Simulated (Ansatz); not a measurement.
The system is HfO2.

```
Hf O
1.0
     0.00000    2.55750    2.55750
     2.55750    0.00000    2.55750
     2.55750    2.55750    0.00000
Hf O
1 2
Direct
  0.00000 0.00000 0.00000
  0.75000 0.75000 0.75000
  0.25000 0.25000 0.25000
```

Measurements of this composition are mostly on another form, of space group No. 14.

- Program: Ansatz 0.2.0
- Task: relaxation of cell and atoms
- Functional: r2SCAN
- Dispersion: rVV10
- Potentials or basis: Ansatz PAW
- Cutoff: 500 eV (not typed: the program's choice for these potentials)
- k mesh: 9 × 9 × 9
- Occupations: fermi-dirac, width 0.05 eV
- Spin: no spin polarisation

At the start: volume 11.15 Å³/atom.

Task: Where does the relaxation end?

Result: It ends after 5 steps and the volume is 10.71 Å³/atom (-3.9 %); space group Fm-3m (No. 225, to 0.05 Å).

The path:
```
step  energy change (eV)  largest force (eV/Å)  volume (Å³)
   1              0.0000                0.0000        33.46
   2             -0.0412                0.0000        31.79
   3             -0.0442                0.0000        32.16
   4             -0.0442                0.0000        32.14
   5             -0.0434                0.0000        32.14
```

Final structure:
```
Hf O
1.0
     0.00000    2.52342    2.52342
     2.52342    0.00000    2.52342
     2.52342    2.52342    0.00000
Hf O
1 2
Direct
  0.00000 0.00000 0.00000
  0.75000 0.75000 0.75000
  0.25000 0.25000 0.25000
```

Caveat: the plane-wave basis is chosen anew once the cell has moved, so the energies of steps on either side of that aren't comparable; the PAW data sets come from PBE, with cores solved anew for the run's functional, which leaves a small shift of forces and pressure.
